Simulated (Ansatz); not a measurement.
## BN: equation of state with PBEsol

The system is BN.

```
N B
1.0
     2.55394    0.00000    0.00000
    -1.27697    2.21178    0.00000
     0.00000    0.00000    4.22685
N B
2 2
Direct
  0.33333 0.66667 0.12528
  0.66667 0.33333 0.62528
  0.33333 0.66667 0.49972
  0.66667 0.33333 0.99972
```

Measurements of this composition are mostly on another form, of space group No. 194.

```yaml
Program: Ansatz 0.2.0
Task: equation of state
Functional: PBEsol
Potentials_or_basis: all-electron LAPW, scalar-relativistic
Basis_error_allowed: 0.002 eV/atom
k_mesh: 12 × 12 × 6
Occupations: fermi-dirac, width 0.05 eV
Spin: no spin polarisation
```

The equilibrium volume is 5.88 Å³/atom, the bulk modulus at fixed shape and positions is 386 GPa and the pressure derivative of the bulk modulus is 3.7.

Energy against volume, from the lowest point:
| volume (Å³/atom) | energy (meV/atom) |
| --- | --- |
| 5.611 | 15.34 |
| 5.730 | 4.38 |
| 5.850 | 0.00 |
| 5.969 | 1.59 |
| 6.088 | 8.61 |
| 6.208 | 20.58 |
| 6.327 | 37.04 |

All runs of the series together: 91 s on 2 threads of Arm Neoverse V1, on a shared host.

Caveat: the cell was scaled at fixed shape and fractional positions, which overstates the stiffness of a crystal with free parameters, most of all of layers and chains.
